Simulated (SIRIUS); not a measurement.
## Sb in SIRIUS: convergence with density tolerance

Input of the first run (density tolerance 0.01); the others differ in this setting and in those tied to it:

Contents of sirius.json:

```json
{
  "control": {
    "processing_unit": "cpu",
    "std_evp_solver_name": "lapack",
    "gen_evp_solver_name": "lapack",
    "verbosity": 2,
    "print_forces": true,
    "ortho_rf": true,
    "use_second_variation": true,
    "rmt_max": 3.0,
    "num_bands_to_print": 24,
    "save_wf": true
  },
  "parameters": {
    "electronic_structure_method": "full_potential_lapwlo",
    "xc_functionals": ["XC_GGA_X_PBE", "XC_GGA_C_PBE"],
    "core_relativity": "dirac",
    "valence_relativity": "iora",
    "num_fv_states": 30,
    "smearing": "fermi_dirac",
    "smearing_width": 0.0018374661,
    "pw_cutoff": 20,
    "gk_cutoff": 3.31,
    "lmax_apw": 10,
    "lmax_rho": 8,
    "lmax_pot": 8,
    "num_mag_dims": 0,
    "auto_rmt": 0,
    "ngridk": [8, 8, 8],
    "shiftk": [0, 0, 0],
    "num_dft_iter": 80,
    "energy_tol": 0.01,
    "density_tol": 0.01,
    "use_symmetry": true
  },
  "settings": {"tol_ne": 1e-10},
  "iterative_solver": {"type": "exact"},
  "mixer": {"type": "anderson", "beta": 0.5, "max_history": 8},
  "unit_cell": {
    "lattice_vectors": [
      [4.0708480177, 2.3503051989, 7.1015907763],
      [-4.0708480177, 2.3503051989, 7.1015907763],
      [0.0, -4.7006103977, 7.1015907763]
    ],
    "atom_types": ["Sb"],
    "atom_files": {"Sb": "Sb.json"},
    "atoms": {"Sb": [[0.76651, 0.76651, 0.76651], [0.23349, 0.23349, 0.23349]]}
  }
}
```

Contents of Sb.json:

```json
{
  "name": "antimony",
  "symbol": "Sb",
  "number": 51,
  "mass": 121.76,
  "rmin": 1e-06,
  "rmt": 2.54,
  "nrmt": 800,
  "rinf": 15.52,
  "core": "1s2s2p3s3p3d",
  "valence": [
    {"basis": [{"enu": 0.01, "dme": 0, "n": 0, "auto": 0}, {"enu": 0.01, "dme": 1, "n": 0, "auto": 0}]},
    {"l": 0, "n": 1, "basis": [{"enu": 0.0119, "dme": 0, "n": 0, "auto": 0}]},
    {"l": 1, "n": 2, "basis": [{"enu": 0.11, "dme": 0, "n": 0, "auto": 0}]},
    {"l": 2, "n": 3, "basis": [{"enu": 0.11, "dme": 0, "n": 0, "auto": 0}]},
    {"l": 3, "n": 4, "basis": [{"enu": 0.11, "dme": 0, "n": 0, "auto": 0}]}
  ],
  "lo": [
    {
      "l": 0,
      "basis": [{"enu": 0.0119, "dme": 0, "n": 0, "auto": 0}, {"enu": 0.0119, "dme": 1, "n": 0, "auto": 0}]
    },
    {
      "l": 0,
      "basis": [{"enu": -5.147, "dme": 0, "n": 4, "auto": 1}, {"enu": -5.147, "dme": 1, "n": 4, "auto": 1}]
    },
    {
      "l": 0,
      "basis": [{"enu": -5.147, "dme": 1, "n": 4, "auto": 1}, {"enu": 0.0119, "dme": 0, "n": 0, "auto": 0}]
    },
    {
      "l": 0,
      "basis": [{"enu": 0.0119, "dme": 0, "n": 0, "auto": 0}, {"enu": 2.492, "dme": 0, "n": 0, "auto": 0}]
    },
    {"l": 1, "basis": [{"enu": 0.11, "dme": 0, "n": 0, "auto": 0}, {"enu": 0.11, "dme": 1, "n": 0, "auto": 0}]},
    {
      "l": 1,
      "basis": [{"enu": -3.435, "dme": 0, "n": 4, "auto": 1}, {"enu": -3.435, "dme": 1, "n": 4, "auto": 1}]
    },
    {"l": 1, "basis": [{"enu": -3.435, "dme": 1, "n": 4, "auto": 1}, {"enu": 0.11, "dme": 0, "n": 0, "auto": 0}]},
    {"l": 1, "basis": [{"enu": 0.11, "dme": 0, "n": 0, "auto": 0}, {"enu": 2.962, "dme": 0, "n": 0, "auto": 0}]},
    {"l": 2, "basis": [{"enu": 0.11, "dme": 0, "n": 0, "auto": 0}, {"enu": 0.11, "dme": 1, "n": 0, "auto": 0}]},
    {
      "l": 2,
      "basis": [{"enu": -0.9418, "dme": 0, "n": 4, "auto": 1}, {"enu": -0.9418, "dme": 1, "n": 4, "auto": 1}]
    },
    {
      "l": 2,
      "basis": [{"enu": -0.9418, "dme": 1, "n": 4, "auto": 1}, {"enu": 0.11, "dme": 0, "n": 0, "auto": 0}]
    },
    {"l": 2, "basis": [{"enu": 0.11, "dme": 0, "n": 0, "auto": 0}, {"enu": 3.334, "dme": 0, "n": 0, "auto": 0}]},
    {"l": 3, "basis": [{"enu": 0.11, "dme": 0, "n": 0, "auto": 0}, {"enu": 0.11, "dme": 1, "n": 0, "auto": 0}]},
    {"l": 3, "basis": [{"enu": 0.11, "dme": 0, "n": 0, "auto": 0}, {"enu": 2.807, "dme": 0, "n": 0, "auto": 0}]}
  ],
  "free_atom": [... radial grid and density of the free atom, the start of the SCF ...]
}
```

The input sirius_start.json:

```json
{
  "control": {
    "processing_unit": "cpu",
    "std_evp_solver_name": "lapack",
    "gen_evp_solver_name": "lapack",
    "verbosity": 1,
    "print_forces": false,
    "ortho_rf": true,
    "use_second_variation": true,
    "rmt_max": 3.0,
    "num_bands_to_print": 24,
    "save_wf": false
  },
  "parameters": {
    "electronic_structure_method": "full_potential_lapwlo",
    "xc_functionals": ["XC_LDA_X", "XC_LDA_C_PW"],
    "core_relativity": "dirac",
    "valence_relativity": "iora",
    "num_fv_states": 30,
    "smearing": "fermi_dirac",
    "smearing_width": 0.0055123983,
    "pw_cutoff": 20,
    "gk_cutoff": 2.65,
    "lmax_apw": 10,
    "lmax_rho": 8,
    "lmax_pot": 8,
    "num_mag_dims": 0,
    "auto_rmt": 0,
    "ngridk": [3, 3, 3],
    "shiftk": [0, 0, 0],
    "num_dft_iter": 30,
    "energy_tol": 0.01,
    "density_tol": 0.05,
    "use_symmetry": true
  },
  "settings": {"tol_ne": 1e-10},
  "iterative_solver": {"type": "exact"},
  "mixer": {"type": "anderson", "beta": 0.5, "max_history": 8},
  "unit_cell": {
    "lattice_vectors": [
      [4.0708480177, 2.3503051989, 7.1015907763],
      [-4.0708480177, 2.3503051989, 7.1015907763],
      [0.0, -4.7006103977, 7.1015907763]
    ],
    "atom_types": ["Sb"],
    "atom_files": {"Sb": "Sb.json"},
    "atoms": {"Sb": [[0.76651, 0.76651, 0.76651], [0.23349, 0.23349, 0.23349]]}
  }
}
```

Potentials or basis: all-electron FP-LAPW, apw+lo standard.

Command:

```bash
$ OMP_NUM_THREADS=1 sirius.scf --input=sirius_start.json --output=start.json
$ OMP_NUM_THREADS=1 sirius.scf --input=sirius.json --output=output.json --task=1
```

Hardware: 1 thread of Arm Neoverse N1, with other jobs on the host.

```
density tolerance  energy less the tightest run, at zero smearing (meV/atom)  largest force (eV/Å)  SCF cycles  CPU time (s)  peak memory (GiB)
             0.01                                                       0.34                 0.203           3            68               0.57
            0.001                                                       0.01                 0.167           5            95               0.58
           0.0001                                                       0.00                 0.167           6           110               0.58
            1e-05                                                       0.00                 0.166           7           120               0.58
            1e-06                                                       0.00                 0.166           9           150               0.59
            1e-07                                                       0.00                 0.166           9           150               0.59
```

Against the tightest run, the energy stays within 1 meV/atom from 0.01 on; the largest force stays within 0.005 eV/Å from 0.001 on. The tightest run that finished is the yardstick and may itself not be fully converged.

Spin-orbit coupling is left out, which matters for the levels of Sb.
